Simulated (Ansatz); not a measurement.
Deforming BN

```yaml
crystal:
  lattice:
    - [0.00000, 1.81235, 1.81235]
    - [1.81235, 0.00000, 1.81235]
    - [1.81235, 1.81235, 0.00000]
  atoms:
    - { symbol: B, position: [0.00000, 0.00000, 0.00000] }
    - { symbol: N, position: [0.25000, 0.25000, 0.25000] }
```

Atoms are numbered in the order listed.

The cell was built from the zincblende type and relaxed in the same program, and has space group F-43m; it needn't be a known or the stable phase.

These are results of DFT, PBE, all-electron PAW with datasets made for the crystal, scalar-relativistic (Ansatz 0.2.0), not measurements.

Numerical set-up: a Γ-centred 16×16×16 k mesh, Fermi–Dirac smearing of 0.03 eV, cutoff 520 eV (chosen by the program for this cell), no spin polarisation.

The unchanged cell is at -0.01 GPa, so energy changes include a term −P ΔV where the volume moves.

Semilocal functionals give too small gaps.

x, y and z are the Cartesian axes of the cell as listed; fractional coordinates follow a strain, and an engineering shear is twice the off-diagonal strain component.

Vzz stands for the principal value of largest size of the field-gradient tensor, whatever its axis.

Q: One change gave: energy change +2 meV/atom; stress change (xx, yy, zz, yz, xz, xy) 0.14, 0.14, 0.14, 4.48, 4.48, 4.48 GPa, compression positive; change of the force on N2 (0.020, 0.020, 0.020) eV/Å; Vzz in 10²¹ V/m²: B1 0 → -0.11 (η = 0.00), N2 0 → -0.31 (η = 0.00); gap on the k mesh 4.46 → 4.42 eV. Which change was it?
A. equal xy, yz and zx engineering shear strains of -1 %
B. atom 1 (B) moved by (0.1155, 0.1155, 0.1155) Å
C. x and y strained by -1.5 %, z held

A: A. For x and y strained by -1.5 %, z held: energy change +8 meV/atom; stress change (xx, yy, zz, yz, xz, xy) 15.12, 15.12, 5.41, 0.00, 0.00, 0.00 GPa, compression positive; Vzz in 10²¹ V/m²: B1 0 → -0.04 (η = 0.00), N2 0 → 0.25 (η = 0.00); gap on the k mesh 4.46 → 4.35 eV. For atom 1 (B) moved by (0.1155, 0.1155, 0.1155) Å: energy change +312 meV/atom; stress change (xx, yy, zz, yz, xz, xy) 15.73, 15.73, 15.73, 12.43, 12.43, 12.43 GPa, compression positive; change of the force on B1 (-4.062, -4.062, -4.062) eV/Å; Vzz in 10²¹ V/m²: B1 0 → -1.52 (η = 0.00), N2 0 → 0.45 (η = 0.00); gap on the k mesh 4.46 → 3.17 eV.

Q: What force constant does this one finite step give for B1 along its displacement (all its periodic images move with it)?

A: k = −ΔF·u/|u|² = 35.18 eV/Å², so the force pulls the atom back.
